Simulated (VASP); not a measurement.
AlGaN2, 4 atoms in the cell. It takes space group R-3m (No. 166, trigonal). The conventional cell has a = 2.790 Å, b = 2.790 Å, c = 13.674 Å, α = 90.00°, β = 90.00°, γ = 120.00°. Al (site symmetry -3m) has 6 N at 1.95 Å as nearest neighbours. Ga (site symmetry -3m) is surrounded by 6 N at 2.00 Å. N (site symmetry 3m) has 3 Al at 1.95 Å and 3 Ga at 2.00 Å as nearest neighbours. The cell was built by a generator and needn't be a form met in nature. The cell isn't the ideal one: hydrostatic strain -4.5%.

| Item | Value |
| --- | --- |
| Program | VASP 6.6.1 |
| Task | single point |
| Functional | r2SCAN |
| Potentials or basis | VASP PAW PBE potentials, release 64 (Al, Ga_d, N) |
| Cutoff | 520 eV |
| k mesh | 10 × 10 × 10 |
| Occupations | gaussian, width 0.01 eV |
| Spin | no spin polarisation |
| Dipole correction | no |
| Further INCAR settings | ALGO = Normal; EDIFF = 1e-06; NBANDS = 21 |

Potentials or basis: VASP PAW PBE potentials, release 64 (Al, Ga_d, N).

The run is started by

```sh
$ cat potpaw_PBE.64/Al/POTCAR potpaw_PBE.64/Ga_d/POTCAR potpaw_PBE.64/N/POTCAR > POTCAR
$ cp INCAR.step1 INCAR
$ mpirun -np 1 vasp_std > vasp.out
$ cp INCAR.step2 INCAR
$ mpirun -np 1 vasp_std > vasp.out
```

Hardware: 1 thread of Intel(R) Xeon(R) Platinum 8488C (Sapphire Rapids), with other jobs on the host.

Task: How long does it take, and how much memory?

Result: Wall time 6.1 min on 1 thread of Intel(R) Xeon(R) Platinum 8488C (Sapphire Rapids) (shared host), peak memory 0.26 GiB. Counts: scf iterations 11, k points 116.
